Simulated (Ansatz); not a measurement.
# PtS2 (P-3m1) in Ansatz: notebook

Runs on PtS2. Level: PBE. Tasks: single point, equation of state.

Everything below comes from runs of Ansatz 0.2.0. Logs are shortened: lines on timing, memory, paths and dates and some standing lists are left out, and cuts for length are marked.

## 1. The structure

It takes space group P-3m1 (No. 164, trigonal). Conventional cell: a = 3.543 Å, b = 3.543 Å, c = 5.039 Å, α = 90.00°, β = 90.00°, γ = 120.00°. Pt (site symmetry -3m) is surrounded by 6 S at 2.34 Å. S (site symmetry 3m) has 3 Pt at 2.34 Å as nearest neighbours.

## 2. Single point, PBE, 17.17 Å³/atom (volume scaled by 0.94)

input.yaml

```yaml
crystal:
  lattice:
    - [3.4708695004, 0.0, 0.0]
    - [-1.7354347502, 3.0058611606, 0.0]
    - [0.0, 0.0, 4.9359384846]
  atoms:
    - { symbol: Pt, position: [0.0, 0.0, 0.0] }
    - { symbol: S, position: [0.6666666667, 0.3333333333, 0.773] }
    - { symbol: S, position: [0.3333333333, 0.6666666667, 0.227] }
hamiltonian:
  xc: pbe
  pseudopotentials: { kind: paw }
kpoints:
  mp_grid: { grid: [9, 9, 5] }
scf:
  occupations: { method: fermi_dirac, width: 0.05 }
output:
  forces: true
  stress: true
  eigenvalues: true
  write_density: true
  write_potential: true
  elf: true
  volumetric_format: npy
```

Potentials or basis: Ansatz PAW.

The run is started by

```console
> ansatz run input.yaml --threads 2 --pin off --max-ram 5632MiB --backend cpu --events-out ev --progress --plain --runs-dir out
```

The log of the run:

```text
Warning: RAYON_NUM_THREADS=2 ignored (pool sized by the plan → 2); use --threads N
Engine: ansatz 0.2.0, x86_64-unknown-linux-gnu
Pseudopotentials: kind: paw
Pseudopotential: Pt, paw, valence charge 18, recommended cutoff 420 eV (normal), Pt.paw.azcp
Pseudopotential: S, paw, valence charge 6, recommended cutoff 420 eV (normal), S.paw.azcp
Functional definition: PBE
  parameter kappa = 0.804
  parameter beta = 0.06672455060314922
  exchange = pbe_x(kappa = kappa, mu = beta*pi^2/3)
  correlation = pbe_c(beta = beta)
Crystal: 3 atoms, lattice volume = 51.496 Å³
Basis set: ecut = 420 eV, 1007 PW (Γ), exchange–correlation on 48×48×72 points (8 copies of the dense FFT grid, shifted against one another)
Bands: 19, of which v1, the nominal top of the filled ones, is band 15 counted from 1 (14 counted from 0)
Symmetry: 12 space group operations
Space group: P-3m1 (ITA 164), of the structure as read, at distance tolerance 3.7e-5 Å
k-points: 50 of 405
Non-local potential: Pt, projectors of the file, l = 0: 3, l = 1: 2, l = 2: 2, l = 3: 1
Non-local potential: S, projectors of the file, l = 0: 2, l = 1: 2, l = 2: 2
PAW form: soft (Blöchl's): semilocal exchange-correlation on the pseudo side does not see the compensation charge
PAW one-centre angular grid: Pt, 590 points (default); XC on 64 Gauss nodes
PAW one-centre angular grid: S, 110 points (default); XC on 64 Gauss nodes
Initial density: superposition of atomic densities (neutral atoms: chi_scale 0, normalization atom), corrected by the library's trained network
Initial wavefunctions: pseudopotential atomic-orbital guess
Functional: x = pbe(κ = 0.804, μ = 0.2195149727645171), c = pbe(β = 0.06672455060314922)
SCF iter   1: F=—  HF=-14327.699545 eV  |F-HF|=—  |Δ(HF+E_count)|=         —  Δρ=3.86e-3  dr2=7.90e-3  ethr=1.77e-3  ⟨swp⟩=5.6  Hψ=4860  notcnv=0
preconditioner: auto → Resta (q_TF=auto, 2.493 Å⁻¹)  ε∞=6.4  [insulator: Δε(μ)=1.084 eV  Ē_g=10.417 eV  σ=0.050 eV  W_gap=1.00  n_scr=20 (ndim 8)  ℏωp=24.3 eV  f_vac=0.017  D(μ)=0.00/eV (n_scr^D=0)  ε∞_Penn≈6.4]
SCF iter   2: F=—  HF=-14327.698278 eV  |F-HF|=—  |Δ(HF+E_count)|=   1.27e-3  Δρ=2.03e-3  dr2=2.79e-3  ethr=2.63e-5  ⟨swp⟩=2.0  Hψ=1557  notcnv=0
SCF iter   3: F=—  HF=-14327.698183 eV  |F-HF|=—  |Δ(HF+E_count)|=   9.47e-5  Δρ=5.90e-4  dr2=2.02e-4  ethr=9.31e-6  ⟨swp⟩=2.0  Hψ=1504  notcnv=0
SCF iter   4: F=—  HF=-14327.698167 eV  |F-HF|=—  |Δ(HF+E_count)|=   1.64e-5  Δρ=2.36e-4  dr2=2.65e-5  ethr=6.74e-7  ⟨swp⟩=2.8  Hψ=1502  notcnv=0
SCF iter   5: F=—  HF=-14327.698165 eV  |F-HF|=—  |Δ(HF+E_count)|=   2.07e-6  Δρ=8.05e-5  dr2=5.44e-6  ethr=8.82e-8  ⟨swp⟩=2.0  Hψ=1420  notcnv=0
SCF iter   6: F=—  HF=-14327.698165 eV  |F-HF|=—  |Δ(HF+E_count)|=   1.56e-7  Δρ=3.16e-5  dr2=7.16e-7  ethr=1.81e-8  ⟨swp⟩=2.0  Hψ=1372  notcnv=0
SCF iter   7: F=-14327.698165 eV  HF=-14327.698165 eV  |F-HF|=1.58e-8  |Δ(HF+E_count)|=   2.07e-7  Δρ=4.50e-6  dr2=1.02e-8  ethr=3.33e-10  ⟨swp⟩=7.0  Hψ=6445  notcnv=0
SCF 1 converged in 7 iterations: F = -14327.698165 eV  dr2 = 1.02e-8
SCF converged after 7 iterations
Free energy (F): -14327.698165 eV
Harris-Foulkes:  -14327.698165 eV  (|F-HF|=1.58e-8)
Internal energy: -14327.698163 eV  (E = F + TS)
E sigma→0 (E₀):  -14327.698164 eV
Entropy (-TS):   -0.000002 eV (-0.001 meV/atom)
Fermi energy:    12.671628 eV
--- Per-component energies (eV) ---
  E_band       = -294.747038
  E_kinetic    = 861.056992
  E_local      = -3067.792515  (includes V_loc(G=0)·N_el)
  E_nonlocal   = 255.142633
  E_hartree    = 1219.218033
  E_xc         = -459.983557
  E_vxc        = -483.108928  (∫ρ·V_xc dr)
  E_paw        = -10654.491805  (= ΣΔE_a)
  E_vpaw       = -298.480339  (= ΣTr[D̂ρ^β])
  E_aug_tail   = 0.000195  (compensation charges beyond the density's cutoff)
  E_ewald      = -2480.848139
  E_smearing   = -0.000002  (= −TS)
  E_closure    = -0.000000  (closes the sum)
  Σ components = -14327.698165   (vs F -14327.698165, Δ=0.00e0)
--- Forces (eV/Å), atoms counted from 1 ---
  atom   1  Pt    -0.00000000     0.00000000     0.00000000
  atom   2  S     -0.00000000    -0.00000000    -2.31715251
  atom   3  S      0.00000000     0.00000000     2.31715251
  max |Σ_I F_I| component: 8.88e-16 eV/Å
--- Stress (GPa, compression-positive) ---
       26.620528      -0.000000      -0.000000
       -0.000000      26.620528       0.000000
       -0.000000       0.000000      19.163324
  P = ⅓ Tr σ = 24.1348 GPa (241.348 kbar)
--- Band table (eV; the first three rows and the last of 50) ---
  k-point 0: bands = ["-87.6480", "-41.9457", "-41.9457", "-41.7614", "-4.0536", "-0.3816", "4.5073", "4.5073", "4.6743", "7.7622", "7.7622", "10.2248", "10.9233", "10.9233", "11.9465", "14.7750", "14.7750", "16.8322", "18.4240"]
  k-point 1: bands = ["-87.6480", "-41.9457", "-41.9457", "-41.7614", "-3.9627", "-0.6668", "4.5144", "4.5144", "5.1197", "7.7527", "7.7527", "10.0395", "10.8503", "10.8503", "11.6784", "14.9568", "14.9568", "16.9241", "19.0410"]
  k-point 2: bands = ["-87.6480", "-41.9457", "-41.9457", "-41.7614", "-3.7909", "-1.1079", "4.5260", "4.5260", "5.9131", "7.7379", "7.7379", "9.5356", "10.7380", "10.7380", "11.3598", "15.2724", "15.2724", "17.3455", "19.6796"]
  k-point 49: bands = ["-87.6473", "-41.9685", "-41.9685", "-41.7567", "-1.5002", "-1.5002", "5.0379", "5.0379", "5.1424", "7.4483", "7.4483", "8.1729", "8.4210", "10.1514", "10.1514", "14.3829", "14.3829", "19.4693", "20.1010"]
```

rho_z.tsv:

```text
# z_ang	rho[e/angstrom^3]
# format = ansatz-planar-average/11
# lattice	3.470869500	0.000000000	0.000000000
# lattice	-1.735434750	3.005861161	0.000000000
# lattice	0.000000000	0.000000000	4.935938485
# sites	3
# site	78	0.000000000	0.000000000	0.000000000
# site	16	1.735434750	1.001953720	3.815480449
# site	16	0.000000000	2.003907440	1.120458036
0.000000	1.638910e0
0.137109	1.573382e0
0.274219	1.403849e0
0.411328	1.183333e0
0.548438	9.578249e-1
0.685547	7.618868e-1
0.822656	6.157110e-1
0.959766	5.167262e-1
1.096875	4.495808e-1
1.233985	4.057082e-1
1.371094	3.758381e-1
1.508203	3.438769e-1
1.645313	2.988187e-1
1.782422	2.419583e-1
1.919532	1.838714e-1
2.056641	1.351250e-1
2.193750	1.007861e-1
2.330860	8.108823e-2
2.467969	7.469855e-2
2.605079	8.108823e-2
2.742188	1.007861e-1
2.879297	1.351250e-1
3.016407	1.838714e-1
3.153516	2.419583e-1
3.290626	2.988187e-1
3.427735	3.438769e-1
3.564844	3.758381e-1
3.701954	4.057082e-1
3.839063	4.495808e-1
3.976173	5.167262e-1
4.113282	6.157110e-1
4.250391	7.618868e-1
4.387501	9.578249e-1
4.524610	1.183333e0
4.661720	1.403849e0
4.798829	1.573382e0
```

v_z.tsv:

```text
# z_ang	v_es[eV]	v_tot[eV]
# format = ansatz-planar-average/11
# xc	pbe
# density_cutoff_ev	1680
# datasets	Pt=:simpson_from_first_knot:soft	S=:simpson_from_first_knot:soft
# lattice	3.470869500	0.000000000	0.000000000
# lattice	-1.735434750	3.005861161	0.000000000
# lattice	0.000000000	0.000000000	4.935938485
# sites	3
# site	78	0.000000000	0.000000000	0.000000000
# site	16	1.735434750	1.001953720	3.815480449
# site	16	0.000000000	2.003907440	1.120458036
0.000000	-4.388931e0	-1.932976e1
0.137109	-4.092014e0	-1.896636e1
0.274219	-3.328150e0	-1.799865e1
0.411328	-2.367379e0	-1.670076e1
0.548438	-1.243391e0	-1.512747e1
0.685547	1.998595e-1	-1.324867e1
0.822656	1.837190e0	-1.128173e1
0.959766	3.214531e0	-9.585072e0
1.096875	4.187445e0	-8.200065e0
1.233985	5.051829e0	-6.772433e0
1.371094	6.066180e0	-5.035866e0
1.508203	7.473366e0	-2.823128e0
1.645313	9.423633e0	-1.044095e-1
1.782422	1.166484e1	2.859287e0
1.919532	1.362718e1	5.561140e0
2.056641	1.494281e1	7.579174e0
2.193750	1.570432e1	8.919804e0
2.330860	1.611376e1	9.683343e0
2.467969	1.624157e1	9.913246e0
2.605079	1.611376e1	9.683343e0
2.742188	1.570432e1	8.919804e0
2.879297	1.494281e1	7.579174e0
3.016407	1.362718e1	5.561140e0
3.153516	1.166484e1	2.859287e0
3.290626	9.423633e0	-1.044095e-1
3.427735	7.473366e0	-2.823128e0
3.564844	6.066180e0	-5.035866e0
3.701954	5.051829e0	-6.772433e0
3.839063	4.187445e0	-8.200065e0
3.976173	3.214531e0	-9.585072e0
4.113282	1.837190e0	-1.128173e1
4.250391	1.998595e-1	-1.324867e1
4.387501	-1.243391e0	-1.512747e1
4.524610	-2.367379e0	-1.670076e1
4.661720	-3.328150e0	-1.799865e1
4.798829	-4.092014e0	-1.896636e1
```

Wall time 4.9 s (2 threads of AMD EPYC (Zen 3), shared host); peak memory 0.37 GiB.

Results:

- Free energy: -14327.6982 eV
- Pressure: 24.1 GPa
- Largest force: 2.317 eV/Å
- Band gap on the k mesh: 1.08 eV, indirect (least direct gap 1.13 eV)

Caveat: odd divisions of the mesh miss points on the zone boundary, where band edges often lie, so the gap on the mesh can be too wide; spin-orbit coupling is left out, which moves the levels of the heavy elements; forces of over 1 eV/Å show positions far from the minimum, so gaps and moduli don't describe the material at rest.

## 3. Single point, PBE, 17.53 Å³/atom (volume scaled by 0.96)

Edit input.yaml of step 2 so:

```diff
@@ -2,5 +2,5 @@
   lattice:
-    - [3.4708695004, 0.0, 0.0]
-    - [-1.7354347502, 3.0058611606, 0.0]
-    - [0.0, 0.0, 4.9359384846]
+    - [3.4953130487, 0.0, 0.0]
+    - [-1.7476565244, 3.0270298944, 0.0]
+    - [0.0, 0.0, 4.9706997601]
   atoms:
```

Potentials or basis: Ansatz PAW.

The run is started by

```console
> ansatz run input.yaml --threads 2 --pin off --max-ram 5632MiB --backend cpu --events-out ev --progress --plain --runs-dir out
```

Wall time 4.2 s (2 threads of AMD EPYC (Zen 3), shared host); peak memory 0.37 GiB.

The run converged. Its results:

- Free energy: -14327.8470 eV
- Pressure: 19.5 GPa
- Largest force: 1.934 eV/Å
- Band gap on the k mesh: 1.06 eV, indirect (least direct gap 1.11 eV)

Caveat: odd divisions of the mesh miss points on the zone boundary, where band edges often lie, so the gap on the mesh can be too wide; spin-orbit coupling is left out, which moves the levels of the heavy elements; forces of over 1 eV/Å show positions far from the minimum, so gaps and moduli don't describe the material at rest.

## 4. Single point, PBE, 17.90 Å³/atom (volume scaled by 0.98)

Edit input.yaml of step 3 so:

```diff
@@ -2,5 +2,5 @@
   lattice:
-    - [3.4953130487, 0.0, 0.0]
-    - [-1.7476565244, 3.0270298944, 0.0]
-    - [0.0, 0.0, 4.9706997601]
+    - [3.5194194177, 0.0, 0.0]
+    - [-1.7597097089, 3.0479066223, 0.0]
+    - [0.0, 0.0, 5.0049815314]
   atoms:
```

The run is started by

```console
> ansatz run input.yaml --threads 2 --pin off --max-ram 5632MiB --backend cpu --events-out ev --progress --plain --runs-dir out
```

It took 4.8 s on 2 threads of AMD EPYC (Zen 3), shared host; peak memory 0.37 GiB.

Results (log left out):

```
Free energy            : -14327.9659 eV
Pressure               : 15.3 GPa
Largest force          : 1.581 eV/Å
Band gap on the k mesh : 1.04 eV, indirect (least direct gap 1.09 eV)
```

Caveat: odd divisions of the mesh miss points on the zone boundary, where band edges often lie, so the gap on the mesh can be too wide; spin-orbit coupling is left out, which moves the levels of the heavy elements; forces of over 1 eV/Å show positions far from the minimum, so gaps and moduli don't describe the material at rest.

## 5. Single point, PBE, 18.26 Å³/atom

Edit input.yaml of step 4 so:

```diff
@@ -2,5 +2,5 @@
   lattice:
-    - [3.5194194177, 0.0, 0.0]
-    - [-1.7597097089, 3.0479066223, 0.0]
-    - [0.0, 0.0, 5.0049815314]
+    - [3.5432, 0.0, 0.0]
+    - [-1.7716, 3.0685012107, 0.0]
+    - [0.0, 0.0, 5.0388]
   atoms:
@@ -20,5 +20 @@
   eigenvalues: true
-  write_density: true
-  write_potential: true
-  elf: true
-  volumetric_format: npy
```

The run is started by

```console
> ansatz run input.yaml --threads 2 --pin off --max-ram 5632MiB --backend cpu --events-out ev --progress --plain --runs-dir out
```

Run time: 3.9 s. Hardware: 2 threads of AMD EPYC (Zen 3), shared host; peak memory 0.36 GiB.

Results (log left out):

```yaml
Free_energy: -14328.0577 eV
Pressure: 11.6 GPa
Largest_force: 1.257 eV/Å
Band_gap_on_the_k_mesh: 1.02 eV, indirect (least direct gap 1.07 eV)
```

Caveat: odd divisions of the mesh miss points on the zone boundary, where band edges often lie, so the gap on the mesh can be too wide; spin-orbit coupling is left out, which moves the levels of the heavy elements; forces of over 1 eV/Å show positions far from the minimum, so gaps and moduli don't describe the material at rest.

## 6. Single point, PBE, 18.63 Å³/atom (volume scaled by 1.02)

Edit input.yaml of step 5 so:

```diff
@@ -2,5 +2,5 @@
   lattice:
-    - [3.5432, 0.0, 0.0]
-    - [-1.7716, 3.0685012107, 0.0]
-    - [0.0, 0.0, 5.0388]
+    - [3.5666655845, 0.0, 0.0]
+    - [-1.7833327923, 3.088823003, 0.0]
+    - [0.0, 0.0, 5.0721705089]
   atoms:
@@ -20 +20,5 @@
   eigenvalues: true
+  write_density: true
+  write_potential: true
+  elf: true
+  volumetric_format: npy
```

Potentials or basis: Ansatz PAW.

The run is started by

```console
> ansatz run input.yaml --threads 2 --pin off --max-ram 5632MiB --backend cpu --events-out ev --progress --plain --runs-dir out
```

Wall time 4.6 s (2 threads of AMD EPYC (Zen 3), shared host); peak memory 0.38 GiB.

The run converged. Its results:

```yaml
Free_energy: -14328.1253 eV
Pressure: 8.2 GPa
Largest_force: 0.957 eV/Å
Band_gap_on_the_k_mesh: 1.00 eV, indirect (least direct gap 1.05 eV)
```

Caveat: odd divisions of the mesh miss points on the zone boundary, where band edges often lie, so the gap on the mesh can be too wide; spin-orbit coupling is left out, which moves the levels of the heavy elements.

## 7. Single point, PBE, 18.99 Å³/atom (volume scaled by 1.04)

Edit input.yaml of step 6 so:

```diff
@@ -2,5 +2,5 @@
   lattice:
-    - [3.5666655845, 0.0, 0.0]
-    - [-1.7833327923, 3.088823003, 0.0]
-    - [0.0, 0.0, 5.0721705089]
+    - [3.5898263996, 0.0, 0.0]
+    - [-1.7949131998, 3.1088808573, 0.0]
+    - [0.0, 0.0, 5.105107604]
   atoms:
```

The run is started by

```console
> ansatz run input.yaml --threads 2 --pin off --max-ram 5632MiB --backend cpu --events-out ev --progress --plain --runs-dir out
```

It took 5.2 s on 2 threads of AMD EPYC (Zen 3), shared host; peak memory 0.37 GiB.

It converged, with:

```
Free energy            : -14328.1712 eV
Pressure               : 5.2 GPa
Largest force          : 0.681 eV/Å
Band gap on the k mesh : 0.97 eV, indirect (least direct gap 1.03 eV)
```

Caveat: odd divisions of the mesh miss points on the zone boundary, where band edges often lie, so the gap on the mesh can be too wide; spin-orbit coupling is left out, which moves the levels of the heavy elements.

## 8. Single point, PBE, 19.36 Å³/atom (volume scaled by 1.06)

Edit input.yaml of step 7 so:

```diff
@@ -2,5 +2,5 @@
   lattice:
-    - [3.5898263996, 0.0, 0.0]
-    - [-1.7949131998, 3.1088808573, 0.0]
-    - [0.0, 0.0, 5.105107604]
+    - [3.6126921524, 0.0, 0.0]
+    - [-1.8063460762, 3.12868318, 0.0]
+    - [0.0, 0.0, 5.1376250896]
   atoms:
@@ -20,5 +20 @@
   eigenvalues: true
-  write_density: true
-  write_potential: true
-  elf: true
-  volumetric_format: npy
```

The run is started by

```console
> ansatz run input.yaml --threads 2 --pin off --max-ram 5632MiB --backend cpu --events-out ev --progress --plain --runs-dir out
```

It took 4.4 s on 2 threads of AMD EPYC (Zen 3), shared host; peak memory 0.37 GiB.

Results (log left out):

```
Free energy            : -14328.1976 eV
Pressure               : 2.5 GPa
Largest force          : 0.426 eV/Å
Band gap on the k mesh : 0.95 eV, indirect (least direct gap 1.01 eV)
```

Caveat: odd divisions of the mesh miss points on the zone boundary, where band edges often lie, so the gap on the mesh can be too wide; spin-orbit coupling is left out, which moves the levels of the heavy elements.

## 9. Equation of state, PBE

Potentials or basis: Ansatz PAW.

This step only gathers the single runs of the series.

What came out:

```yaml
Equilibrium_volume: "19.74 Å³/atom (rough: see the caveat)"
Bulk_modulus_at_fixed_shape_and_positions: 124 GPa (rough)
```

Energy against volume, from the lowest point:
| volume (Å³/atom) | energy (meV/atom) |
| --- | --- |
| 17.165 | 166.47 |
| 17.531 | 116.84 |
| 17.896 | 77.24 |
| 18.261 | 46.63 |
| 18.626 | 24.09 |
| 18.992 | 8.80 |
| 19.357 | 0.00 |

Caveat: the minimum lies outside the volumes run; the cell was scaled at fixed shape and fractional positions, which overstates the stiffness of a crystal with free parameters, most of all of layers and chains. The run has no spin-orbit coupling, so splittings on Pt are missing.
